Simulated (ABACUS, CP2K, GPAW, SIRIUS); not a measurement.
**W: equilibrium volume by level of theory**

**What was measured.** The equilibrium volume of W (Tungsten) (Im-3m) is reported as 15.8 Å³/atom (arxiv:2311.02034). The runs below try to reproduce it.

```yaml
crystal:
  lattice:
    - [-1.58234, 1.58234, 1.58234]
    - [1.58234, -1.58234, 1.58234]
    - [1.58234, 1.58234, -1.58234]
  atoms:
    - { symbol: W, position: [0.00000, 0.00000, 0.00000] }
```

```tsv
rung	level	program and potentials	cutoff (eV)	k mesh	smearing	task	core time	chip	equilibrium volume (Å³/atom)	miss	notes
GGA	PBE	SIRIUS, PseudoDojo 0.4.1 PBE standard (scalar relativistic)	1030	8 × 8 × 8	fermi-dirac 0.05	relaxation of cell and atoms	28 s	Arm Neoverse V1	16.15	+2.2 %	-
GGA	BLYP	GPAW, PAW data sets generated for this functional	600	10 × 10 × 10	fermi-dirac 0.05	equation of state	42 s	Arm Neoverse V1	16.65	+5.4 %	-
GGA	PBE	GPAW, GPAW PAW data sets (gpaw-data 1.2.1)	600	10 × 10 × 10	fermi-dirac 0.05	equation of state	46 s	Arm Neoverse V1	16.13	+2.1 %	-
GGA	PW91	GPAW, PAW data sets generated for this functional	600	10 × 10 × 10	fermi-dirac 0.05	equation of state	52 s	Arm Neoverse V1	16.13	+2.1 %	-
GGA	PBEsol	ABACUS, PseudoDojo NC SR 0.4.1 PBEsol standard, plane waves	1007	12 × 12 × 12	fermi-dirac 0.05	equation of state	2.5 min	Intel Xeon Platinum 8488C Sapphire Rapids	15.71	-0.6 %	-
GGA	PBE	CP2K, POTENTIAL_UZH W GTH-PBE-q14; TZVP-MOLOPT-PBE-GTH basis	-	9 × 9 × 9	fermi-dirac 0.05	relaxation of cell and atoms	4 min	Arm Neoverse V1	16.01	+1.3 %	atomic basis
GGA	PBEsol	CP2K, POTENTIAL_UZH W GTH-PBE-q14; TZVP-MOLOPT-PBE-GTH basis	-	9 × 9 × 9	fermi-dirac 0.05	relaxation of cell and atoms	4.1 min	Arm Neoverse V1	15.65	-0.9 %	atomic basis; potentials made for PBE
LDA	LDA	SIRIUS, all-electron FP-LAPW, apw+lo standard	-	12 × 12 × 12	fermi-dirac 0.05	equation of state	5 min	Arm Neoverse V1	15.39	-2.6 %	-
GGA	RPBE	SIRIUS, all-electron FP-LAPW, apw+lo standard	-	12 × 12 × 12	fermi-dirac 0.05	equation of state	5 min	Arm Neoverse V1	16.35	+3.5 %	-
GGA	BLYP	SIRIUS, all-electron FP-LAPW, apw+lo standard	-	12 × 12 × 12	fermi-dirac 0.05	equation of state	5.4 min	Arm Neoverse V1	16.68	+5.6 %	-
```

Times are single runs on shared hosts and different chips, so they are rough; meshes, cutoffs and the tasks' sizes weigh on the time. All rows: no spin polarisation. Smearing widths are in eV. For a metal such meshes aren't converged. Meshes differ between rows, which moves values too. Meshes are those of the run's cell of 1 atom unless a note names another. Relaxations start from the cell shown or near it and stop with a little pressure left. Misses use the values as printed. Runs on faulty files, with rough fits or with known faults for this quantity aren't shown. No row holds spin-orbit coupling.

By rung: LDA 15.39; GGA 15.71 to 16.68; GGA in atomic bases 15.65 to 16.01 (Å³/atom). Measured: 15.8 Å³/atom (arxiv:2311.02034). Closest, coarse meshes and atomic bases left aside, is PBEsol with ABACUS, PseudoDojo NC SR 0.4.1 PBEsol standard, plane waves (-0.6 %), and PBE misses by +2.1 % to +2.2 % on plain settings. The runs are for a static lattice, while measurements hold temperature and zero-point motion.
